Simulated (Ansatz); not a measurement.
**In2O3: gradients before and after relaxing the atoms**

Start: an entry of the Crystallography Open Database (COD), taken as it stands.

```xyz
40
Lattice="-5.0600 5.0600 5.0600 5.0600 -5.0600 5.0600 5.0600 5.0600 -5.0600" Properties=species:S:1:pos:R:3 pbc="T T T"
In    2.5300    2.5300    2.5300
In   -2.5300    2.5300    2.5300
In    2.5300   -2.5300    2.5300
In    2.5300    2.5300   -2.5300
In    0.2125    0.0000    2.5300
In   -0.2125    5.0600    2.5300
In    2.5300    0.2125    0.0000
In    2.5300   -0.2125    5.0600
In    0.0000    2.5300    0.2125
In    5.0600    2.5300   -0.2125
In    5.4850    0.0000    2.5300
In    4.6350    5.0600    2.5300
In    2.5300    5.4850    0.0000
In    2.5300    4.6350    5.0600
In    0.0000    2.5300    5.4850
In    5.0600    2.5300    4.6350
O     1.2650    1.2650    3.7950
O    -1.2650    3.7950    3.7950
O     1.2650   -1.2650    1.2650
O    -1.2650    6.3250    1.2650
O     3.7950    1.2650    1.2650
O     3.7950   -1.2650    3.7950
O     1.2650    1.2650   -1.2650
O     1.2650   -1.2650    6.3250
O     1.2650    3.7950    1.2650
O     3.7950    3.7950   -1.2650
O    -1.2650    1.2650    1.2650
O     6.3250    1.2650   -1.2650
O     1.2650    3.7950    3.7950
O    -1.2650    1.2650    3.7950
O     1.2650    6.3250    1.2650
O     3.7950    3.7950   -3.7950
O     3.7950    1.2650    3.7950
O     3.7950   -1.2650    1.2650
O     1.2650    1.2650    6.3250
O    -3.7950    3.7950    3.7950
O     3.7950    3.7950    1.2650
O     1.2650    3.7950   -1.2650
O     6.3250    1.2650    1.2650
O     3.7950   -3.7950    3.7950
```

Atom numbers follow the list; atoms alike are taken as one site, whose name carries the number of the first.

The numbers come from a DFT calculation in Ansatz (PBE, plane waves and PAW, scalar-relativistic, 420 eV cutoff, Γ-centred 3×3×3 k-points, Fermi–Dirac smearing 0.02 eV).

The largest force at the start is 4.5 eV/Å. Relaxing the ions at fixed cell moves them by 0.766 Å at most (atom 11, In) and 0.455 Å rms.

```csv
site,atom,moved (Å),first shell before,first shell after,V_zz before (10²¹ V/m²),η before
In1,1,0.000,6 O at 2.19 Å,6 O at 2.18 Å,18.76,0.00
In5,5,0.554,6 O at 2.08–2.32 Å,6 O at 2.13–2.23 Å,16.85,0.86
In11,11,0.766,"2 O at 1.98 Å, angle 130°; also 4 O at 2.46 Å",6 O at 2.13–2.23 Å,-28.2,0.68
O17,17,0.348,4 In at 2.08–2.46 Å,4 In at 2.13–2.23 Å,-5.35,0.57
O29,29,0.348,4 In at 1.98–2.46 Å,4 In at 2.13–2.23 Å,-6.97,0.72
```

Question: How do the gradients change?

Answer: 

```json
{"site": "In1", "atom": "1", "V_zz after": "8.36", "η after": "0.00", "change of V_zz": "-10.40"}
{"site": "In5", "atom": "5", "V_zz after": "5.28", "η after": "0.96", "change of V_zz": "-11.57"}
{"site": "In11", "atom": "11", "V_zz after": "5.29", "η after": "0.95", "change of V_zz": "–"}
{"site": "O17", "atom": "17", "V_zz after": "-2.51", "η after": "0.43", "change of V_zz": "–"}
{"site": "O29", "atom": "29", "V_zz after": "-2.51", "η after": "0.42", "change of V_zz": "–"}
```

The largest change of V_zz along a kept axis is on In5, from 16.85 to 5.28. The whole tensor moves most on In11, by 23.32 along its most changed direction. In per cent, |V_zz| changes by -69 to -55 on In (all sites that start above 0.5, bar those whose gradient vanishes or changes sign or whose main axis turns by over 40°). On In11, O29, O17 the largest principal value lies along another axis in the second run, so the two V_zz can't be compared directly. Forces this large mark an entry whose positions are poorly determined or wrongly transcribed.

Before: At this cell the PBE pressure is 12 GPa, so with PBE the cell would grow if it were relaxed. The entry's cell may itself be off. Without spin–orbit coupling (the program notes it for In) the gradients can shift somewhat, as the gap is small. With a gap of 0.13 eV under a smearing of 0.02 eV the band edges are partly filled, so small gradients can hang on the smearing and the k-mesh. The database positions are far from the calculated equilibrium, so these values describe the entry as written and may be far from the real compound's.
After: At this cell the PBE pressure is 8 GPa, so with PBE the cell would grow if it were relaxed. Without spin–orbit coupling (the program notes it for In) the gradients are little affected as a rule: paired runs on crystals with a gap mostly move them by under 2 % at such atoms. The database positions were far from equilibrium, so the relaxed structure may not be the compound's real one.
